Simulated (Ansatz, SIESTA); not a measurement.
Given: the input of a run of SIESTA 5.4.2 on La2O3. Atoms were shifted at random by some hundredths of an Å from the given cell, which wasn't relaxed again for these runs. The cell is a database's computed one, not the measured one.

La2O3.fdf

```
SystemName                      La2O3
SystemLabel                     La2O3
NumberOfSpecies                 2
NumberOfAtoms                   5
%block ChemicalSpeciesLabel
  1  57 La
  2   8 O
%endblock ChemicalSpeciesLabel

LatticeConstant                 1.0 Ang
%block LatticeVectors
     3.9307778780     0.0000000000     0.0000000000
    -1.9653889390     3.4041534990     0.0000000000
     0.0000000000     0.0000000000     6.1119535200
%endblock LatticeVectors
AtomicCoordinatesFormat         Fractional
%block AtomicCoordinatesAndAtomicSpecies
     0.3394670000     0.6588080000     0.2459800000  1  La
     0.6754630000     0.3387370000     0.7552280000  1  La
     0.0055620000     0.0024750000    -0.0033560000  2  O
     0.3362110000     0.6643290000     0.6501560000  2  O
     0.6719440000     0.3266460000     0.3569860000  2  O
%endblock AtomicCoordinatesAndAtomicSpecies

%block kgrid.MonkhorstPack
    8   0   0  0.0
    0   8   0  0.0
    0   0   5  0.0
%endblock kgrid.MonkhorstPack
XC.Functional                   GGA
XC.Authors                      PBE
PAO.BasisSize                   DZP
PAO.EnergyShift                 0.003 Ry
Mesh.Cutoff                     800 Ry
OccupationFunction              FD
ElectronicTemperature           0.05 eV
MaxSCFIterations                120
SCF.MustConverge                false
SCF.Mixer.Method                Pulay
SCF.Mixer.Weight                0.25
SCF.Mixer.History               8
SCF.DM.Tolerance                5.0e-05
SCF.H.Tolerance                 1.0e-03 eV
WriteForces                     true
Charge.Mulliken                 end
%block PAO.Basis
  La 5
  n=5 0 2
    4.181 0.000
  n=6 0 2
    9.500 0.000
  n=5 1 2
    4.927 0.000
  n=6 1 1
    9.500
  n=5 2 2
    8.496 0.000
%endblock PAO.Basis
```

Potentials or basis: PseudoDojo 0.4 standard (PBE files), converted to PSML, two zetas on semicore shells, DZP (energy shift 0.003 Ry; two zetas on semicore shells).

Run with:

```console
$ siesta < La2O3.fdf > La2O3.out 2>&1
```

Question: What does the same run look like in Ansatz 0.2.0? Potentials or basis there: Ansatz PAW (earlier soft set), cutoff 420 eV.

Answer: As run (cutoffs and basis follow the program's own potentials, and thresholds, step limits or extra output files can differ):

The input input.yaml:

```yaml
crystal:
  lattice:
    - [3.930777878, 0.0, 0.0]
    - [-1.965388939, 3.404153499, 0.0]
    - [0.0, 0.0, 6.11195352]
  atoms:
    - { symbol: La, position: [0.339467, 0.658808, 0.24598] }
    - { symbol: La, position: [0.675463, 0.338737, 0.755228] }
    - { symbol: O, position: [0.005562, 0.002475, -0.003356] }
    - { symbol: O, position: [0.336211, 0.664329, 0.650156] }
    - { symbol: O, position: [0.671944, 0.326646, 0.356986] }
hamiltonian:
  xc: pbe
  pseudopotentials: { kind: paw, azcp: { folder: soft_1 } }
kpoints:
  mp_grid: { grid: [8, 8, 5] }
scf:
  occupations: { method: fermi_dirac, width: 0.05 }
output:
  forces: true
  stress: true
  eigenvalues: true
```

Potentials or basis: Ansatz PAW soft_1.

Command:

```console
$ ansatz run input.yaml --threads 1 --pin off --max-ram 3584MiB --backend cpu --events-out ev --progress --plain --runs-dir out
```

Both were run:

|  | SIESTA | Ansatz |
| --- | --- | --- |
| Pressure | 8.6 GPa | 1.8 GPa |
| Energy over the undisturbed cell | 2.5 meV/atom | 2.4 meV/atom |

Ansatz's pressure holds a Pulay term of +0.26 GPa for its cutoff of 420 eV, which the other run lacks.

Where Ansatz's input types no cutoff or centring, it takes its own default and a Γ-centred mesh.

The two runs disagree by more than potentials and bases usually give (in gap, levels, pressure or energy); the cause wasn't traced.

Pressure is positive in compression.
